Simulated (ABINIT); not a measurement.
# BeS (F-43m) in ABINIT: further runs, part 2 of 2

ABINIT 10.8.3 (patched build).

## Step 4: Single point, WC

run.abi

```
# Pseudopotentials
pp_dirpath "./"
pseudos "S.GGA_PBE-JTH.xml, Be.GGA_PBE-JTH.xml"

# Structure
acell 3.4294678888 3.4294678888 3.4294678888 Angstrom
rprim
     0.0000000000     0.7071067812     0.7071067812
     0.7071067812     0.0000000000     0.7071067812
     0.7071067812     0.7071067812     0.0000000000
ntypat 2
znucl 16 4
natom 2
typat 1 2
xcart
     3.6375000000     3.6375000000     3.6375000000
     0.0000000000     0.0000000000     0.0000000000 Angstrom

# Plane-wave basis
ecut 653.073270 eV
pawecutdg 46.0
pawxcdev 0

# k points
kptopt 1
ngkpt 9 9 9
nshiftk 1
shiftk 0.0 0.0 0.0

# Exchange and correlation
ixc 23

# Bands and occupations
nband 9
occopt 3
tsmear 0.00183747

# SCF cycle
nstep 100
tolvrs 1.0e-9

# Output
iomode 3
prtwf 0
prteig 0
prtebands 0
enunit 2
prtden 1
prtvha 1
prtvclmb 1
prtpot 1
```

Potentials or basis: JTH PAW PBE v2.0.

Launch:

```console
abinit run.abi > log 2>&1
```

run.abo:

```text
.Version 10.8.3 of ABINIT
 Symmetries : space group F-4 3 m (#216); Bravais cF (face-center cubic)
================================================================================
 Values of the parameters that define the memory need of the present run
     intxc =       0    ionmov =       0      iscf =      17    lmnmax =       8
     lnmax =       4     mgfft =      30  mpssoang =       2    mqgrid =    3001
     natom =       2  nloc_mem =       2    nspden =       1   nspinor =       1
    nsppol =       1      nsym =      24    n1xccc =       1    ntypat =       2
    occopt =       3   xclevel =       2
       mpw =        1092          nfft =       27000          nkpt =          35
 PAW method is used; the additional fine FFT grid is defined by:
   mgfftf=        40    nfftf =     64000
================================================================================
================================================================================

--------------------------------------------------------------------------------
------------- Echo of variables that govern the present computation ------------
--------------------------------------------------------------------------------
 -outvars: echo values of preprocessed input variables --------
            acell      6.4807550674E+00  6.4807550674E+00  6.4807550674E+00 Bohr
              amu      3.20660000E+01  9.01218200E+00
             ecut      2.40000000E+01 Hartree
           enunit           2
              ixc          23
         kptrlatt        9    0    0      0    9    0      0    0    9
          kptrlen      5.83267956E+01
            natom           2
            nband           9
            ngfft          30      30      30
          ngfftdg          40      40      40
             nkpt          35
            nstep         100
             nsym          24
           ntypat           2
           occopt           3
        pawecutdg      4.60000000E+01 Hartree
         pawxcdev           0
        prtebands           0
           prteig           0
           prtpot           1
         prtvclmb           1
           prtvha           1
            prtwf           0
            rprim      0.0000000000E+00  7.0710678120E-01  7.0710678120E-01
                       7.0710678120E-01  0.0000000000E+00  7.0710678120E-01
                       7.0710678120E-01  7.0710678120E-01  0.0000000000E+00
          spgroup         216
           tolvrs      1.00000000E-09
           tsmear      1.83747000E-03 Hartree
            typat      1  2
           useylm           1
           xangst      3.6375000000E+00  3.6375000000E+00  3.6375000000E+00
                      -1.1719144891E-10 -1.1719097776E-10 -1.1719144891E-10
            xcart      6.8738787830E+00  6.8738787830E+00  6.8738787830E+00
                      -2.2145974274E-10 -2.2145885239E-10 -2.2145974274E-10
             xred      7.4999999998E-01  7.4999999998E-01  7.4999999998E-01
                      -2.4163088197E-11 -2.4163282486E-11 -2.4163088197E-11
            znucl       16.00000    4.00000

================================================================================

 chkinp: Checking input parameters for consistency.

================================================================================
== DATASET  1 ==================================================================

--- !DatasetInfo
iteration_state: {dtset: 1, }
dimensions: {natom: 2, nkpt: 35, mband: 9, nsppol: 1, nspinor: 1, nspden: 1, mpw: 1092, }
cutoff_energies: {ecut:  24.0, pawecutdg:  46.0, }
electrons: {nelect:   1.00000000E+01, charge:   0.00000000E+00, occopt:   3.00000000E+00, tsmear:   1.83747000E-03, }
meta: {optdriver: 0, ionmov: 0, optcell: 0, iscf: 17, paral_kgb: 0, }
...

[... 93 lines left out ...]
- [ -9.18096964E-30,   5.50858178E-30,   5.50858178E-30, ]
- [  9.18096964E-30,  -5.50858178E-30,  -5.50858178E-30, ]
force_length_stats: {min:   1.20407288E-29, max:   1.20407288E-29, mean:   1.20407288E-29, }
...

 Integrated electronic density in atomic spheres:
 ------------------------------------------------
 Atom  Sphere_radius  Integrated_density
    1        1.90380          3.68815253
    2        1.60728          2.56603688

================================================================================

 ----iterations are completed or convergence reached----

 Mean square residual over all n,k,spin=   42.630E-10; max=  13.422E-07
 reduced coordinates (array xred) for    2 atoms
       0.749999999976      0.749999999976      0.749999999976
      -0.000000000024     -0.000000000024     -0.000000000024
 rms dE/dt=  4.5573E-29; max dE/dt=  6.7316E-29; dE/dt below (all hartree)
    1      -0.000000000000      0.000000000000      0.000000000000
    2       0.000000000000     -0.000000000000      0.000000000000

 cartesian coordinates (angstrom) at end:
    1      3.63750000000000     3.63750000000000     3.63750000000000
    2     -0.00000000011719    -0.00000000011719    -0.00000000011719

 cartesian forces (hartree/bohr) at end:
    1     -0.00000000000000     0.00000000000000     0.00000000000000
    2      0.00000000000000    -0.00000000000000    -0.00000000000000
 frms,max,avg= 6.9517180E-30 9.1809696E-30   0.000E+00  0.000E+00  0.000E+00 h/b

 cartesian forces (eV/Angstrom) at end:
    1     -0.00000000000000     0.00000000000000     0.00000000000000
    2      0.00000000000000    -0.00000000000000    -0.00000000000000
 frms,max,avg= 3.5747171E-28 4.7210444E-28   0.000E+00  0.000E+00  0.000E+00 e/A
 length scales=  6.480755067427  6.480755067427  6.480755067427 bohr
              =  3.429467888800  3.429467888800  3.429467888800 angstroms
 Fermi (or HOMO) energy (hartree) =   0.22089   Average Vxc (hartree)=  -0.37227
 Eigenvalues (hartree) for nkpt=  35  k points:
 kpt#   1, nband=  9, wtk=  0.00137, kpt=  0.0000  0.0000  0.0000 (reduced coord)
  -3.45342   -0.33299    0.17091    0.17091    0.17091    0.37741    0.37741    0.37741
   0.37969
      occupation numbers for kpt#   1
   2.00000    2.00000    2.00000    2.00000    2.00000    0.00000    0.00000    0.00000
   0.00000
 prteigrs : prtvol=0 or 1, do not print more k-points.

 Fermi (or HOMO) energy (eV) =   6.01078   Average Vxc (eV)= -10.13011
 Eigenvalues (   eV  ) for nkpt=  35  k points:
 kpt#   1, nband=  9, wtk=  0.00137, kpt=  0.0000  0.0000  0.0000 (reduced coord)
 -93.97243   -9.06120    4.65075    4.65075    4.65075   10.26972   10.26972   10.26972
  10.33181
 prteigrs : prtvol=0 or 1, do not print more k-points.

--- !EnergyTerms
iteration_state     : {dtset: 1, }
comment             : Components of total free energy in Hartree
kinetic             :  6.47154214159754E+00
hartree             :  2.74932670954266E+00
xc                  : -4.53716551886424E+00
Ewald energy        : -1.51064138866320E+01
psp_core            :  3.76347968460419E-01
local_psp           : -1.04394746752363E+01
PAW spherical_terms : -4.63140512667656E+00
internal            : -2.51172423878084E+01
'-kT*entropy'       :  1.71295381088850E-16
total_energy        : -2.51172423878084E+01
total_energy_eV     : -6.83474984048580E+02
...

--- !EnergyTermsDC
iteration_state     : {dtset: 1, }
comment             : '"Double-counting" decomposition of free energy'
band_energy         : -7.06052165196501E+00
Ewald energy        : -1.51064138866320E+01
psp_core            :  3.76347968460419E-01
xc_dc               : -2.37290027072514E+00
PAW spherical_terms : -9.53752505635061E-01
internal            : -2.51172403464968E+01
'-kT*entropy'       :  1.71295381088850E-16
total_energy_dc     : -2.51172403464968E+01
total_energy_dc_eV  : -6.83474928501661E+02
...

--- !EnergyTermsWithPAWCore
iteration_state     : {dtset: 1, }
comment             : 'Components of total free energy, including PAW core contributions'
Total energy        : -4.13743276543534E+02
Total energy DC     : -4.13743274502223E+02
Total energy (eV)   : -1.12585281047038E+04
Total energy DC (eV): -1.12585280491569E+04
...

 Cartesian components of stress tensor (hartree/bohr^3)
  sigma(1 1)=  2.61345217E-05  sigma(3 2)=  0.00000000E+00
  sigma(2 2)=  2.61345217E-05  sigma(3 1)=  0.00000000E+00
  sigma(3 3)=  2.61345217E-05  sigma(2 1)=  0.00000000E+00

-Cartesian components of stress tensor (GPa)         [Pressure= -7.6890E-01 GPa]
- sigma(1 1)=  7.68904176E-01  sigma(3 2)=  0.00000000E+00
- sigma(2 2)=  7.68904176E-01  sigma(3 1)=  0.00000000E+00
- sigma(3 3)=  7.68904176E-01  sigma(2 1)=  0.00000000E+00

== END DATASET(S) ==============================================================
================================================================================

 -outvars: echo values of variables after computation  --------
            acell      6.4807550674E+00  6.4807550674E+00  6.4807550674E+00 Bohr
           etotal     -2.5117240346E+01
            fcart     -9.1809696400E-30  5.5085817840E-30  5.5085817840E-30
                       9.1809696400E-30 -5.5085817840E-30 -5.5085817840E-30
            rprim      0.0000000000E+00  7.0710678120E-01  7.0710678120E-01
                       7.0710678120E-01  0.0000000000E+00  7.0710678120E-01
                       7.0710678120E-01  7.0710678120E-01  0.0000000000E+00
           strten      2.6134521734E-05  2.6134521734E-05  2.6134521734E-05
                       0.0000000000E+00  0.0000000000E+00  0.0000000000E+00
           xangst      3.6375000000E+00  3.6375000000E+00  3.6375000000E+00
                      -1.1719144891E-10 -1.1719097776E-10 -1.1719144891E-10
             xred      7.4999999998E-01  7.4999999998E-01  7.4999999998E-01
                      -2.4163088197E-11 -2.4163282486E-11 -2.4163088197E-11
 Calculation completed.
```

Wall time 11 s (1 thread of Arm Neoverse V2, shared host); peak memory 0.1 GiB.

What came out:

```
Free energy                                           : -683.4749 eV
Pressure                                              : -0.8 GPa
Band gap on the k mesh                                : 3.03 eV, indirect (least direct gap 5.62 eV)
Valence electrons inside the program's atomic spheres : S 3.69; Be 2.57
```

Levels at points of the mesh, in eV from the valence-band top:
```tsv
k point	band 2	band 3	band 4	band 5	band 6	band 7	band 8	band 9
(0.00, 0.00, 0.00)	-13.71	0.00	0.00	0.00	5.62	5.62	5.62	5.68
```

Caveat: the PAW data sets were made with another functional, which shifts forces and pressure a little; an odd mesh through Γ misses points on the zone boundary, where band edges often lie.

## Step 5: Overview

| level | gap on the mesh (eV) | pressure (GPa) |
| --- | --- | --- |
| revPBE | 3.28 | 3.1 |
| PW91 | 3.22 | 1.3 |
| WC | 3.03 | -0.8 |

Alike in all rows: task single point; potentials or basis JTH PAW PBE v2.0; no spin polarisation; cell as given; k mesh 9 × 9 × 9; cutoff (eV) 653; smearing fermi-dirac 0.05 eV.

On the cell as given the gap runs from 3.03 eV (WC) to 3.28 eV (revPBE). The pressure there spans -0.8 GPa (WC) to 3.1 GPa (revPBE); a positive pressure means that this level wants a larger cell, a negative one a smaller.

Caveats: the PAW data sets were made with another functional, which shifts forces and pressure a little; an odd mesh through Γ misses points on the zone boundary, where band edges often lie.

Absolute energies hang on the potentials; compare differences alone.
